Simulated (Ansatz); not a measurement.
**Which functional gives which lattice for MoS2?**

Starting cell:

Space group R-3m:H (No. 166). a = 3.171 Å, b = 3.171 Å, c = 18.350 Å, α = 90.00°, β = 90.00°, γ = 120.00°
| atom | site | symmetry | x | y | z |
| --- | --- | --- | --- | --- | --- |
| Mo | 3a | -3m | 0.0000 | 0.0000 | 0.0000 |
| S | 6c | 3m | 0.0000 | 0.0000 | 0.7533 |

Ansatz, plane waves and PAW, scalar-relativistic (no spin–orbit coupling), 8×8×8 k-mesh. Spin-polarised, with starting moments of only 0.05 μB, left from an earlier run whose moments had collapsed. In the setting of the table the starting cell (space group R-3m) has 6.385 × 6.385 × 6.385 Å, angles 28.8 / 28.8 / 28.8°. Each functional was followed to zero pressure with shape and atoms relaxed, then fitted over four more volumes within ±4 % of it.

(1) What cell, stiffness and gap does each give?

## Answers

(1) 
| functional | V0 (Å³/atom) | cell | B0 (GPa) | B′ from the pressures | gap on the mesh | largest moment in an atom's sphere (μB) | cutoff (eV) |
| --- | --- | --- | --- | --- | --- | --- | --- |
| rPW86-PBE + rVV10 | 18.40 | 6.377 × 6.377 × 6.377 Å, angles 29.3 / 29.3 / 29.3° | 48 | – | zero (metallic on this mesh) | none | 420 |
| PBE + D3(BJ)-ATM | 17.14 | 6.252 × 6.252 × 6.252 Å, angles 29.2 / 29.2 / 29.2° | 44 | – | zero (metallic on this mesh) | none | 420 |

The volumes span 7.4 %, from PBE + D3(BJ)-ATM to rPW86-PBE + rVV10; the larger cell is the stiffer one (48 against 44 GPa). All end without moments, so cell, stiffness and gap are those of the non-magnetic state; with so small a start a magnetic state isn't ruled out. B′ is left blank where a third-order fit to these five points leaves it in doubt. The zeros are band overlaps of 0.26 to 0.43 eV, small enough to be the functionals' gap error. Of 5 runs of this kind 3 are left out: 3 are in doubt (a loose fit, a gap or moment that comes and goes along the fit, no cell at zero pressure, a state that may not be the lowest or a known fault).

Points behind the fit for rPW86-PBE + rVV10:

```tsv
V (Å³/atom)	E − Emin (meV/atom)	P (GPa)
17.636	5.49	2.44
18.004	1.38	1.14
18.371	0.00	0.06
18.738	0.87	-0.80
19.106	3.52	-1.45
```
